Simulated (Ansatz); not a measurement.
Set up this calculation in Ansatz 0.2.0, as the native input.

```yaml
Task: relaxation of cell and atoms
Functional: PBEsol
Potentials_or_basis: Ansatz PAW
Cutoff: "420 eV (not typed: the program's choice for these potentials)"
k_mesh: 12 × 12 × 7
Occupations: fermi-dirac, width 0.05 eV
Spin: no spin polarisation
Target_pressure_GPa: 0
```

The system is Cu.

```
CELL_PARAMETERS angstrom
2.53410 0.00000 0.00000
-1.26705 2.19459 0.00000
0.00000 0.00000 4.11257
ATOMIC_POSITIONS crystal
Cu 0.66667 0.33333 0.75000
Cu 0.33333 0.66667 0.25000
```

This isn't the form of Cu at room conditions, which is fcc.

These files were run (other wordings do the same):

input.yaml

```yaml
crystal:
  lattice:
    - [2.5340966698, 0.0, 0.0]
    - [-1.2670483349, 2.1945920917, 0.0]
    - [0.0, 0.0, 4.112571]
  atoms:
    - { symbol: Cu, position: [0.6666666667, 0.3333333333, 0.75] }
    - { symbol: Cu, position: [0.3333333333, 0.6666666667, 0.25] }
hamiltonian:
  xc: pbesol
  pseudopotentials: { kind: paw }
kpoints:
  mp_grid: { grid: [12, 12, 7] }
scf:
  occupations: { method: fermi_dirac, width: 0.05 }
output:
  forces: true
  stress: true
  eigenvalues: true
relax:
  f_tol: 0.01
  max_steps: 40
  cell: { stress_tol: 0.05 }
```

Potentials or basis: Ansatz PAW.

Run with:

```console
$ ansatz run input.yaml --threads 2 --pin off --max-ram 5632MiB --backend cpu --events-out ev --progress --plain --runs-dir out
```

It gave:

The relaxed volume is 11.33 Å³/atom. The relaxed cell is a = 2.524 Å, b = 2.524 Å, c = 4.108 Å, α = 90.00°, β = 90.00°, γ = 120.00°. The space group after relaxing (to 0.05 Å) is P6_3/mmc (No. 194) and the energy gained by relaxing is 0.5 meV/atom. The ionic steps are 5. The pressure after relaxing is 0.0 GPa and the band gap on the k mesh is none (metal or under the smearing width).

Caveat: the plane-wave basis is chosen anew once the cell has moved, so the energies of steps on either side of that aren't comparable; the PAW data sets come from PBE, with cores solved anew for the run's functional, which leaves a small shift of forces and pressure.

It took 2.2 s on 2 threads of AMD EPYC 9R45 96-Core Processor (Zen 5), on a shared host, peak memory 0.43 GiB.
